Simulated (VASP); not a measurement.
Here is a VASP 6.6.1 calculation.

File INCAR:

```
PREC     = Accurate       # precision mode
ENCUT    = 520            # plane-wave cutoff, eV
EDIFF    = 1E-7           # SCF threshold, eV
ISMEAR   = 0              # smearing method
SIGMA    = 0.15           # smearing width, eV
LREAL    = F              # projectors in reciprocal space
LASPH    = T              # aspherical terms in the spheres
NELM     = 100            # most SCF steps
ALGO     = Fast           # electronic algorithm
ISIF     = 2              # what is computed and relaxed
LWAVE    = F              # write WAVECAR
LCHARG   = F              # write CHGCAR
GGA      = PE             # functional
NBANDS   = 18             # bands
```

File KPOINTS:

```
Automatic mesh
0
Gamma
  12 12 8
```

The input POSCAR:

```
Au
1.0
    2.9169619270      0.0000000000      0.0000000000
   -1.4584809635      2.5261631306      0.0000000000
    0.0000000000      0.0000000000      4.8900308735
Au
2
Direct
    0.3333333333      0.6666666667      0.7500000000
    0.6666666667      0.3333333333      0.2500000000
```

Potentials or basis: VASP PAW PBE potentials, release 64 (Au).

Run with:

```sh
$ cat potpaw_PBE.64/Au/POTCAR > POTCAR
$ mpirun -np 1 vasp_std > vasp.out
```

(1) Estimate the pressure.

(2) What does it give for the band gap on the k mesh?

Answers

(1) -0.1 GPa.

(2) none (metal or under the smearing width).
